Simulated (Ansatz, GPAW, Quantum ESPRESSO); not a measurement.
## Simulated XPS, UPS and emission spectra of AlN

Wanted: projected DOS of AlN, weighted into photoemission and X-ray emission spectra, at several levels of theory.

Main program and level: Ansatz 0.2.0, Quantum ESPRESSO 7.5 and GPAW 26.7.0; DFT, PBE, plane-wave PAW, default files, scalar-relativistic, in the first sound run; inputs show where later runs differ.

Report form: the programs' logs are mostly left out.

The database entry behind the starting cell differs from later determinations by our own check (inner coordinate u about 0.002 short), so it need not match the best structure at ambient conditions.

### 1. The structure

It takes space group P6_3mc (No. 186, hexagonal). Conventional cell: a = 3.113 Å, b = 3.113 Å, c = 4.981 Å, α = 90.00°, β = 90.00°, γ = 120.00°. Nearest to Al lie 4 N at 1.89 Å. N has 4 Al at 1.89 Å nearest. Farther neighbours and most contacts between anions are not listed.

### 2. Self-consistent run, DOS and bands

The base run gives the projected DOS, from which the spectra are built. The DOS is taken on a denser mesh than the density.

input.yaml reads:

```yaml
crystal:
  lattice:
    - [3.113, 0.0, 0.0]
    - [-1.5565, 2.695937082, 0.0]
    - [0.0, 0.0, 4.981]
  atoms:
    - { symbol: Al, position: [0.6666666667, 0.3333333333, 0.5] }
    - { symbol: Al, position: [0.3333333333, 0.6666666667, 0.0] }
    - { symbol: "N", position: [0.6666666667, 0.3333333333, 0.88] }
    - { symbol: "N", position: [0.3333333333, 0.6666666667, 0.38] }
kpoints:
  mp_grid: { grid: [12, 12, 6] }
  band_path:
    path:
      - [[0.0, 0.0, 0.0], [0.5, 0.0, 0.0], [0.333333, 0.333333, 0.0], [0.0, 0.0, 0.0], [0.0, 0.0, 0.5], [0.5, 0.0, 0.5], [0.333333, 0.333333, 0.5], [0.0, 0.0, 0.5]]
      - [[0.5, 0.0, 0.5], [0.5, 0.0, 0.0]]
      - [[0.333333, 0.333333, 0.5], [0.333333, 0.333333, 0.0]]
    npoints: 10
scf:
  occupations: { method: fermi_dirac, width: 0.02 }
  n_extra_bands: 12
hamiltonian:
  xc: pbe
  pseudopotentials: { kind: paw }
output:
  forces: true
  stress: true
  dos:
    projected: true
    de: 0.05
    e_range: [-36, 12]
    nscf_kmesh: { grid: [18, 18, 10] }
  fatbands: true
```

Command:

```bash
$ ansatz run input.yaml --threads 2 --pin off --max-ram 6144MiB --backend cpu --events-out ev --progress --plain --runs-dir out
```

Elapsed: 12 s, on 2 threads of Arm Neoverse V1, shared host; peak memory 0.35 GiB; 23 s of CPU time.

Numbers from this step:

- free energy: -1848.4977 eV
- Fermi energy: 9.233 eV
- symmetry operations: 12
- pressure: 3.721 GPa
- gap on the k-mesh: 4.213 eV
- zero of energy: valence-band maximum
- share of occupied states in no projected shell: 0.0072 of the occupied states in the window
- gap on the path: 4.213 eV
- least direct gap on the path: 4.213 eV
- valence top on path: 0 eV

Electronic bands along the path, in eV, zero at the valence-band maximum; v1 is the highest filled band, c1 the lowest empty one:

| point | v4 | v3 | v2 | v1 | c1 | c2 |
| --- | --- | --- | --- | --- | --- | --- |
| Γ | -0.83 | -0.18 | -0.18 | 0.00 | 4.21 | 6.67 |
| halfway | -2.43 | -1.53 | -0.43 | -0.38 | 6.21 | 7.62 |
| M | -3.32 | -2.05 | -1.76 | -0.66 | 5.82 | 5.84 |
| halfway | -3.07 | -2.97 | -1.85 | -1.49 | 5.53 | 7.16 |
| K | -3.75 | -2.41 | -2.37 | -2.37 | 5.07 | 8.37 |
| halfway | -3.34 | -1.66 | -0.86 | -0.59 | 6.85 | 7.47 |
| Γ | -0.83 | -0.18 | -0.18 | 0.00 | 4.21 | 6.67 |
| halfway | -0.74 | -0.74 | -0.28 | -0.28 | 5.17 | 6.79 |
| A | -0.51 | -0.51 | -0.51 | -0.51 | 6.47 | 6.47 |
| halfway | -1.57 | -1.57 | -1.01 | -1.01 | 6.55 | 6.55 |
| L | -1.43 | -1.43 | -1.35 | -1.35 | 5.33 | 5.33 |
| halfway | -2.71 | -2.71 | -0.91 | -0.91 | 6.18 | 6.18 |
| H | -3.82 | -3.82 | -0.78 | -0.78 | 7.43 | 7.43 |
| halfway | -1.80 | -1.80 | -1.19 | -1.19 | 6.74 | 6.74 |
| A | -0.51 | -0.51 | -0.51 | -0.51 | 6.47 | 6.47 |
| jump to L | -1.43 | -1.43 | -1.35 | -1.35 | 5.33 | 5.33 |
| halfway | -2.55 | -1.88 | -1.18 | -0.90 | 5.09 | 5.92 |
| M | -3.32 | -2.05 | -1.76 | -0.66 | 5.82 | 5.84 |
| jump to H | -3.82 | -3.82 | -0.78 | -0.78 | 7.43 | 7.43 |
| halfway | -4.41 | -2.90 | -1.46 | -1.46 | 5.91 | 8.22 |
| K | -3.75 | -2.41 | -2.37 | -2.37 | 5.07 | 8.37 |

Of the projections kept (Al s, Al p, N s, N p, not projected), the largest for each band there; the rest of the weight can lie on other orbitals:

```csv
point,v4,v3,v2,v1,c1,c2
Γ,N p 0.90,N p 0.97,N p 0.97,N p 0.97,Al s 0.49,Al s 0.37
M,N p 0.73,N p 0.79,N p 0.76,N p 0.92,Al p 0.57,Al p 0.48
K,N p 0.68,N p 0.84,N p 0.77,N p 0.77,Al p 0.64,Al p 0.49
Γ,N p 0.90,N p 0.97,N p 0.97,N p 0.97,Al s 0.49,Al s 0.37
A,N p 0.94,N p 0.94,N p 0.94,N p 0.94,N s 0.35,N s 0.35
L,N p 0.83,N p 0.83,N p 0.86,N p 0.86,Al p 0.60,Al p 0.60
```

The DOS has structure finer than the step of the table below, so its rows give means over 1 eV, whole bins alone (the curve runs from -16.6 to 14.1 eV). Peaks (eV: height): total -12.5: 4.81, -0.8: 5.10, 11.8: 4.04, 12.4: 4.89; N 2p -4.8: 2.17, -0.8: 4.56, 12.4: 0.704; Al 3p -12.5: 1.21, 6.1: 1.16, 11.8: 1.33, 12.4: 1.73; N 2s -12.5: 3.53; Al 3s -4.9: 0.468, 9.8: 0.679, 11.8: 1.25, 12.4: 1.13.

DOS against E, zero at the valence-band maximum; means over each step; values in states/eV/cell:

| E (eV) | total | N 2p | Al 3p | N 2s | Al 3s |
| --- | --- | --- | --- | --- | --- |
| -16 | 0 | 0 | 0 | 0 | 0 |
| -15 | 0.211 | 0.00154 | 0.0443 | 0.100 | 0.0639 |
| -14 | 0.876 | 0.00979 | 0.263 | 0.463 | 0.138 |
| -13 | 2.62 | 0.0143 | 0.693 | 1.75 | 0.154 |
| -12 | 0.295 | 3.7e-4 | 0.0738 | 0.217 | 0.00229 |
| -11 | 0 | 0 | 0 | 0 | 0 |
| -10 | 0 | 0 | 0 | 0 | 0 |
| -9 | 0 | 0 | 0 | 0 | 0 |
| -8 | 0 | 0 | 0 | 0 | 0 |
| -7 | 0 | 0 | 0 | 0 | 0 |
| -6 | 0.146 | 0.0890 | 0.0305 | 0.00173 | 0.0240 |
| -5 | 2.18 | 1.38 | 0.390 | 0.0718 | 0.324 |
| -4 | 1.38 | 0.921 | 0.199 | 0.0898 | 0.164 |
| -3 | 1.66 | 1.20 | 0.273 | 0.0536 | 0.117 |
| -2 | 2.46 | 1.95 | 0.362 | 0.0333 | 0.0836 |
| -1 | 3.66 | 3.21 | 0.344 | 0.0168 | 0.0428 |
| 0 | 0.521 | 0.492 | 0.0170 | 5.2e-4 | 0.00118 |
| 1 | 0 | 0 | 0 | 0 | 0 |
| 2 | 0 | 0 | 0 | 0 | 0 |
| 3 | 0 | 0 | 0 | 0 | 0 |
| 4 | 0.00363 | 1.4e-4 | 1.8e-4 | 0.00168 | 0.00153 |
| 5 | 0.311 | 0.0250 | 0.152 | 0.0637 | 0.0302 |
| 6 | 1.87 | 0.229 | 0.981 | 0.307 | 0.103 |
| 7 | 1.39 | 0.224 | 0.686 | 0.209 | 0.0824 |
| 8 | 0.773 | 0.131 | 0.300 | 0.0910 | 0.130 |
| 9 | 1.92 | 0.264 | 0.772 | 0.138 | 0.347 |
| 10 | 1.70 | 0.287 | 0.599 | 0.0460 | 0.371 |
| 11 | 1.84 | 0.219 | 0.622 | 0.0421 | 0.546 |
| 12 | 3.15 | 0.430 | 1.15 | 0.0500 | 0.843 |
| 13 | 1.66 | 0.149 | 0.675 | 0.0113 | 0.153 |

Sums over each group's atoms; a table of it gives point samples, which can step over narrow peaks. The DOS of the group by E, zero at the valence-band maximum; values in states/eV:

```csv
E (eV),N3: N 2p,Al1: Al 3p,N3: N 2s,Al1: Al 3s
-16,0,0,0,0
-15,9.3e-4,0.0281,0.0963,0.0759
-14,0.00978,0.259,0.439,0.137
-13,0.0173,0.700,1.74,0.189
-12,0,0,0,0
-11,0,0,0,0
-10,0,0,0,0
-9,0,0,0,0
-8,0,0,0,0
-7,0,0,0,0
-6,0.00743,0.00320,6.2e-5,0.00202
-5,1.62,0.449,0.0720,0.394
-4,1.10,0.236,0.105,0.200
-3,1.11,0.255,0.0520,0.108
-2,1.98,0.378,0.0329,0.0822
-1,3.82,0.416,0.0199,0.0470
0,0.124,0.00231,6.6e-5,1.6e-4
1,0,0,0,0
2,0,0,0,0
3,0,0,0,0
4,0,0,0,0
5,0.0107,0.0555,0.0442,0.0247
6,0.236,1.06,0.347,0.122
7,0.221,0.669,0.204,0.0869
8,0.114,0.248,0.0615,0.0886
9,0.296,0.851,0.143,0.368
10,0.397,0.690,0.0426,0.503
11,0.239,0.796,0.0539,0.557
12,0.419,1.22,0.0437,0.762
13,0.140,0.691,0.00939,0.120
14,0.0793,0.474,0.00667,0.0353
```

This run's widths, added to any smearing of the DOS itself: Gaussian 0.3 eV, Lorentzian 0.1 eV. The intensity by binding energy, zero at the valence-band maximum; values in % of the maximum within 13 eV:

```csv
binding energy (eV),21.2 eV,100 eV,1486.7 eV,8047.8 eV,9251.7 eV
-1,0.681,0.703,0.0893,0.0657,0.0658
0,8.27,8.17,0.629,0.241,0.232
1,96.6,97.0,8.79,4.35,4.27
2,53.9,56.4,7.92,6.34,6.38
3,32.1,35.6,8.07,8.33,8.46
4,29.0,34.8,11.8,13.8,14.1
5,42.1,49.0,16.6,21.1,21.6
6,1.73,2.02,0.679,0.854,0.875
7,0.338,0.432,0.164,0.186,0.189
8,0.180,0.272,0.133,0.144,0.145
9,0.116,0.240,0.158,0.166,0.167
10,0.0823,0.293,0.250,0.258,0.258
11,0.0619,0.554,0.562,0.573,0.574
12,-,3.47,3.82,3.83,3.83
13,-,72.5,81.9,83.8,84.0
14,-,21.5,25.2,27.4,27.6
15,-,5.15,6.80,8.12,8.23
16,-,0.311,0.344,0.371,0.373
```

Maxima picked by a test of local sharpness, so broad peaks and shoulders can be missing; peaks within 0.45 eV of a curve's cut are left out. Valence peaks, by row:

```
photon energy (eV)  binding energy (eV)  height (% of the maximum within 13 eV)  main shell  its share (%)
              21.2                4.831                                   47.55        N 2p          98.26
              21.2                4.131                                   30.39        N 2p          98.58
              21.2               0.8812                                     100        N 2p          99.78
               100                12.63                                   89.93        N 2s          93.47
               100                4.831                                   55.65        N 2p          81.38
               100                4.131                                   36.49        N 2p          79.58
               100                3.181                                   36.19        N 2p          85.55
               100               0.8812                                     100        N 2p          96.71
              1487                12.63                                     100        N 2s          95.67
              1487                4.831                                   18.89       Al 3s           55.9
              1487                3.281                                   8.909       Al 3s          40.06
              1487               0.9812                                   8.813        N 2p          65.19
              8048                12.68                                     100        N 2s           94.6
              8048                4.831                                   23.61       Al 3s          77.99
              8048                3.331                                    9.58       Al 3s           64.9
              9252                12.68                                     100        N 2s          94.49
              9252                4.831                                   24.16       Al 3s          78.93
              9252                3.331                                   9.738       Al 3s          66.13
```

The intensity has structure finer than the step of the table below, so its rows give means over 0.5 eV, whole bins alone (the curve runs from -16.6 to 1.39 eV). Peaks (eV: height): Al K-beta -12.81: 99.8, -4.81: 62.5, -1.71: 60.0; Al K-beta, E along x -12.71: 98.7, -4.91: 63.1, -1.81: 66.0; Al K-beta, E along y -12.71: 98.7, -4.91: 63.1, -1.81: 66.0; Al K-beta, E along z -12.81: 102, -4.81: 62.4, -1.01: 60.1; Al L2,3 -13.11: 45.3, -4.81: 98.3.

Shapes are the site's partial DOS without matrix elements, which overweights lines from ligand s bands. Intensity against emission energy less the core level's binding energy, zero at the valence-band maximum; means over each step; 7 of 9 lines; values in % of the unpolarised maximum:

```csv
emission energy less the core level's binding energy (eV),Al K-beta,"Al K-beta, E along x","Al K-beta, E along y","Al K-beta, E along z","Al L2,3",N K,"N K, E along x"
-16.0,2.12,2.12,2.12,2.13,0.0158,0.0284,0.0284
-15.5,3.84,3.82,3.82,3.88,0.218,0.0334,0.0332
-15.0,10.6,10.6,10.6,10.8,15.1,0.0688,0.0674
-14.5,25.6,25.4,25.4,25.9,27.7,0.173,0.169
-14.0,43.6,43.4,43.4,43.9,30.7,0.293,0.286
-13.5,66.8,67.1,67.1,66.4,35.9,0.416,0.411
-13.0,93.5,92.8,92.8,94.7,39.6,0.446,0.426
-12.5,75.7,76.5,76.5,74.2,11.2,0.191,0.178
-12.0,19.1,19.5,19.5,18.3,0.0643,0.0672,0.0668
-11.5,6.35,6.41,6.41,6.22,0.0170,0.0656,0.0654
-11.0,3.44,3.46,3.46,3.39,0.0110,0.0719,0.0718
-10.5,2.30,2.31,2.31,2.28,0.00854,0.0812,0.0810
-10.0,1.76,1.76,1.76,1.75,0.00745,0.0934,0.0932
-9.5,1.49,1.49,1.49,1.48,0.00715,0.109,0.109
-9.0,1.37,1.37,1.37,1.37,0.00745,0.131,0.130
-8.5,1.38,1.38,1.38,1.38,0.00837,0.160,0.159
-8.0,1.50,1.50,1.50,1.51,0.0101,0.202,0.201
-7.5,1.79,1.78,1.78,1.82,0.0134,0.267,0.265
-7.0,2.41,2.38,2.38,2.47,0.0197,0.381,0.376
-6.5,3.89,3.78,3.78,4.12,0.0354,0.631,0.613
-6.0,9.76,9.03,9.03,11.2,1.67,2.21,1.79
-5.5,32.0,31.9,31.9,32.1,34.8,16.5,16.4
-5.0,57.4,58.3,58.3,55.6,82.7,39.0,38.3
-4.5,48.8,47.5,47.5,51.3,59.7,33.4,32.2
-4.0,37.8,36.5,36.5,40.3,39.7,26.5,28.2
-3.5,39.0,37.4,37.4,42.0,26.0,25.6,25.3
-3.0,44.4,43.8,43.8,45.5,25.5,31.6,30.7
-2.5,49.3,52.8,52.8,42.4,22.4,38.7,41.5
-2.0,56.9,63.5,63.5,43.6,18.5,52.0,58.3
-1.5,59.3,62.7,62.7,52.6,15.8,67.5,69.2
-1.0,53.4,51.4,51.4,57.3,10.1,90.3,85.3
-0.5,26.8,25.2,25.2,30.0,2.23,56.4,54.5
0.0,8.02,7.62,7.62,8.81,0.112,10.5,9.01
0.5,3.42,3.35,3.35,3.56,0.00927,1.55,1.46
1.0,2.07,2.05,2.05,2.10,0.00649,0.778,0.754
```

Recipe: projected DOS times atomic cross section and asymmetry factor (unpolarised light, 90° from the beam), occupied states only, Fermi edge at 300 K, a Lorentzian width of 0.1 eV growing by 0 eV per eV of binding energy, and a resolution of 0.3 eV. Curves are cut 10 eV under the photon energy, above any shell that the free atom's threshold puts out of reach, or at the lower edge of the window: 11.2 eV at 21.2 eV, 16.6 eV at 100 eV, 16.6 eV at 1486.7 eV, 16.6 eV at 8047.8 eV and 16.6 eV at 9251.7 eV. Matrix elements of the solid and inelastic losses aren't modelled, nor non-dipole terms, which matter above 3 keV.

Share of each shell in the spectrum's area (%), by photon energy:

```csv
shell,21.2 eV,100 eV,1486.7 eV,8047.8 eV,9251.7 eV
Al 3s,0.5,2.6,17.0,28.8,29.7
Al 3p,0.3,4.5,3.9,1.2,1.0
N 2s,0.0,29.1,70.8,68.6,68.1
N 2p,99.2,63.8,8.3,1.4,1.2
```

Cross sections used, in Mb an electron:

```csv
shell,21.2 eV,100 eV,1486.7 eV,8047.8 eV,9251.7 eV
Al 3s,0.15,0.053,3.5e-4,4.3e-6,2.9e-6
Al 3p,0.070,0.040,4.0e-5,1.0e-7,5.9e-8
N 2s,-,0.23,5.8e-4,4.1e-6,2.6e-6
N 2p,3.1,0.17,2.8e-5,3.6e-8,2.1e-8
```

At this lattice the functional leaves a pressure of 3.7 GPa, which widens the bands against the functional's own equilibrium.

### 3. With PBEsol

This step: DFT, PBEsol, plane-wave PAW, default files, scalar-relativistic (Ansatz 0.2.0).

The run is repeated with PBEsol on the same cell, to see how much the levels hang on the functional.

Changes to input.yaml since step 2:

```diff
@@ -22,3 +22,3 @@
 hamiltonian:
-  xc: pbe
+  xc: pbesol
   pseudopotentials: { kind: paw }
```

It took 12 s on 2 threads; peak memory 0.35 GiB.

Numbers from this step:

| Item | Value |
| --- | --- |
| free energy | -1811.9153 eV |
| Fermi energy | 9.093 eV |
| pressure | 0.2464 GPa |
| gap on the k-mesh | 4.133 eV |
| share of occupied states in no projected shell | 0.0073 of the occupied states in the window |
| gap on the path | 4.133 eV |
| least direct gap on the path | 4.133 eV |

Electronic bands along the path, in eV, zero at the valence-band maximum; v1 is the highest filled band, c1 the lowest empty one:

```csv
point,v4,v3,v2,v1,c1,c2
Γ,-0.83,-0.18,-0.18,0.00,4.13,6.57
halfway,-2.45,-1.55,-0.44,-0.38,6.12,7.50
M,-3.36,-2.08,-1.79,-0.66,5.69,5.70
halfway,-3.10,-3.00,-1.88,-1.51,5.38,7.03
K,-3.78,-2.44,-2.40,-2.40,4.91,8.25
halfway,-3.38,-1.68,-0.87,-0.59,6.76,7.34
Γ,-0.83,-0.18,-0.18,0.00,4.13,6.57
halfway,-0.74,-0.74,-0.28,-0.28,5.09,6.69
A,-0.52,-0.52,-0.52,-0.52,6.38,6.38
halfway,-1.60,-1.60,-1.02,-1.02,6.43,6.43
L,-1.45,-1.45,-1.36,-1.36,5.20,5.20
halfway,-2.75,-2.75,-0.92,-0.92,6.06,6.06
H,-3.88,-3.88,-0.78,-0.78,7.30,7.30
halfway,-1.82,-1.82,-1.21,-1.21,6.62,6.62
A,-0.52,-0.52,-0.52,-0.52,6.38,6.38
jump to L,-1.45,-1.45,-1.36,-1.36,5.20,5.20
halfway,-2.58,-1.90,-1.20,-0.91,4.96,5.79
M,-3.36,-2.08,-1.79,-0.66,5.69,5.70
jump to H,-3.88,-3.88,-0.78,-0.78,7.30,7.30
halfway,-4.45,-2.95,-1.48,-1.48,5.76,8.10
K,-3.78,-2.44,-2.40,-2.40,4.91,8.25
```

Of the projections kept (Al s, Al p, N s, N p, not projected), the largest for each band there; the rest of the weight can lie on other orbitals:

```
point        v4        v3        v2        v1         c1         c2
    Γ  N p 0.90  N p 0.97  N p 0.97  N p 0.97   N s 0.49  Al s 0.37
    M  N p 0.73  N p 0.78  N p 0.75  N p 0.92  Al p 0.56  Al p 0.48
    K  N p 0.68  N p 0.83  N p 0.76  N p 0.76  Al p 0.64  Al p 0.48
    Γ  N p 0.90  N p 0.97  N p 0.97  N p 0.97   N s 0.49  Al s 0.37
    A  N p 0.94  N p 0.94  N p 0.94  N p 0.94   N s 0.35   N s 0.35
    L  N p 0.83  N p 0.83  N p 0.86  N p 0.86  Al p 0.60  Al p 0.60
```

The DOS has structure finer than the step of the table below, so its rows give means over 1 eV, whole bins alone (the curve runs from -16.6 to 14.0 eV). Peaks (eV: height): total -12.5: 4.11, -0.9: 4.98, 11.7: 4.03, 12.3: 5.15; N 2p -4.9: 2.07, -0.9: 4.41, 12.3: 0.758; Al 3p 6.0: 1.14, 9.7: 1.06, 11.7: 1.32, 12.3: 1.80; N 2s -12.5: 2.97, 6.0: 0.405; Al 3s -4.9: 0.467, 9.7: 0.631, 11.7: 1.27, 12.3: 1.22.

The DOS by E, zero at the valence-band maximum; means over each step; values in states/eV/cell:

```csv
E (eV),total,N 2p,Al 3p,N 2s,Al 3s
-16,0,0,0,0,0
-15,0.197,0.00145,0.0410,0.0926,0.0613
-14,0.833,0.00968,0.253,0.432,0.136
-13,2.40,0.0152,0.648,1.57,0.160
-12,0.569,8.3e-4,0.144,0.415,0.00579
-11,0,0,0,0,0
-10,0,0,0,0,0
-9,0,0,0,0,0
-8,0,0,0,0,0
-7,0,0,0,0,0
-6,0.209,0.127,0.0438,0.00290,0.0344
-5,2.18,1.38,0.395,0.0773,0.323
-4,1.37,0.907,0.201,0.0905,0.159
-3,1.66,1.20,0.276,0.0541,0.117
-2,2.45,1.95,0.364,0.0338,0.0836
-1,3.62,3.17,0.342,0.0171,0.0425
0,0.511,0.482,0.0166,5.2e-4,0.00116
1,0,0,0,0,0
2,0,0,0,0,0
3,0,0,0,0,0
4,0.00601,2.8e-4,3.6e-4,0.00278,0.00243
5,0.476,0.0432,0.245,0.0839,0.0365
6,1.94,0.252,1.00,0.322,0.104
7,1.25,0.210,0.606,0.185,0.0776
8,0.836,0.138,0.309,0.0964,0.153
9,2.00,0.276,0.811,0.134,0.348
10,1.48,0.260,0.511,0.0366,0.322
11,2.11,0.255,0.706,0.0506,0.635
12,3.16,0.433,1.16,0.0468,0.802
13,1.46,0.130,0.600,0.00889,0.118
```

This run's widths, added to any smearing of the DOS itself: Gaussian 0.15 eV, Lorentzian 0.1 eV plus 0.08 an eV of depth. Table of intensity by binding energy, zero at the valence-band maximum; values in % of the maximum within 13 eV:

```csv
binding energy (eV),21.2 eV,40.8 eV,1486.7 eV,9251.7 eV
-1,1.35,1.40,0.598,0.585
0,8.65,8.68,1.52,1.06
1,94.3,94.4,14.2,8.50
2,52.6,53.4,14.3,13.1
3,31.9,33.0,15.7,17.5
4,27.0,28.6,21.4,25.9
5,34.3,36.0,27.2,35.7
6,5.92,6.31,5.36,6.87
7,1.43,1.68,2.32,2.63
8,0.705,1.00,2.37,2.52
9,0.432,0.873,3.26,3.35
10,0.296,1.06,5.51,5.58
11,0.217,1.96,12.3,12.3
12,-,6.85,46.9,46.5
13,-,13.8,96.1,96.8
14,-,7.03,49.4,51.7
15,-,2.84,20.1,21.8
16,-,1.07,7.22,7.67
```

Spectra as before, but with a recipe of its own (widths, and in some runs the light), which changes peak heights and what is resolved: Gaussian 0.15 eV, Lorentzian 0.1 eV plus 0.08 times the binding energy, linear light, analyser at 0°, Fermi edge at 77 K; some photon energies differ too.

The two runs compared:

```
                         quantity  this run  base run  difference
             gap on the path (eV)    4.1326    4.2128     -0.0802
least direct gap on the path (eV)    4.1326    4.2128     -0.0802
           gap on the k-mesh (eV)    4.1326    4.2128     -0.0801
```

The two runs differ clearly in the gap on the path: 4.13 eV against 4.21 eV.

At this level the gap is 4.13 eV on the path.

(Part 1 of 2 ends here.)

[Logs are printed without paths, hosts, clocks, repeated set-up lines and the standing remarks that a program may print on its own settings, such as how far it seeks lower states.]

[Hosts, paths, dates, database ids (printed as entryN), source tags and the programs' standing remarks are cut or masked in the printed files.]

[Maps of the electrostatic potential energy from Ansatz leave out the sawtooth potential of an applied field or a dipole correction, so their vacuum need not be flat; work functions include it.]

[Peak lists hold at most the 14 tallest peaks of each spectrum; further lines can be left out.]
